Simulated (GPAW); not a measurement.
Write an ASE script for GPAW 26.7.0 that does the following.

```
Task                : single point
Functional          : PBE
Potentials or basis : GPAW PAW data sets (gpaw-data 1.2.1)
Cutoff              : 500 eV
Basis               : pw
k mesh              : 7 × 7 × 4
Occupations         : fermi-dirac, width 0.05 eV
Spin                : no spin polarisation
Maxiter             : 120
Convergence         : default
```

The structure of TiTe2 lies in TiTe2.xyz:

```xyz
3
Lattice="3.7770000000 0.0000000000 0.0000000000 -1.8885000000 3.2709779501 0.0000000000 0.0000000000 0.0000000000 6.4980000000" Properties=species:S:1:pos:R:3 pbc="T T T"
Te    -0.0000000002      2.1806519668      4.7903256000
Te     1.8885000002      1.0903259833      1.7076744000
Ti     0.0000000000      0.0000000000      0.0000000000
```

The input as run:

run.py

```python
from ase.dft.bandgap import bandgap
from ase.io import read, write
from ase.units import GPa
from gpaw import GPAW, PW

atoms = read('TiTe2.xyz')

calc = GPAW(mode=PW(500),
            xc='PBE',
            kpts={'size': (7, 7, 4), 'gamma': True},
            occupations={'name': 'fermi-dirac', 'width': 0.05},
            nbands=24,
            maxiter=120,
            txt='gpaw.txt')
atoms.calc = calc
energy = atoms.get_potential_energy()
forces = atoms.get_forces()
stress = atoms.get_stress()
calc.write('gs.gpw')
write('result.traj', atoms)
print(f'Energy: {energy:.6f} eV')
print('Forces (eV/A):')
print(forces.round(4))
print('Stress (GPa):', (stress / GPa).round(3))
print('Fermi level:', round(calc.get_fermi_level(), 4), 'eV')
print(f'Gap: {bandgap(calc)[0]:.4f} eV, direct: {bandgap(calc, direct=True)[0]:.4f} eV')
```

Potentials or basis: GPAW PAW data sets (gpaw-data 1.2.1), pw.

Launch:

```console
$ OMP_NUM_THREADS=1 python run.py
```

It gave:

```yaml
Pressure: 0.6 GPa
Largest_force: 0.013 eV/Å
Band_gap_on_the_k_mesh: none (metal or under the smearing width)
```

Caveat: the cutoff is short for stress and forces, so pressures can be off by a GPa or more; this functional lacks dispersion, which binds the layers, so the pressure and a relaxed spacing across them are unreliable.

Wall time 20 s on 1 thread of Arm Neoverse V2 (shared host), peak memory 0.18 GiB.
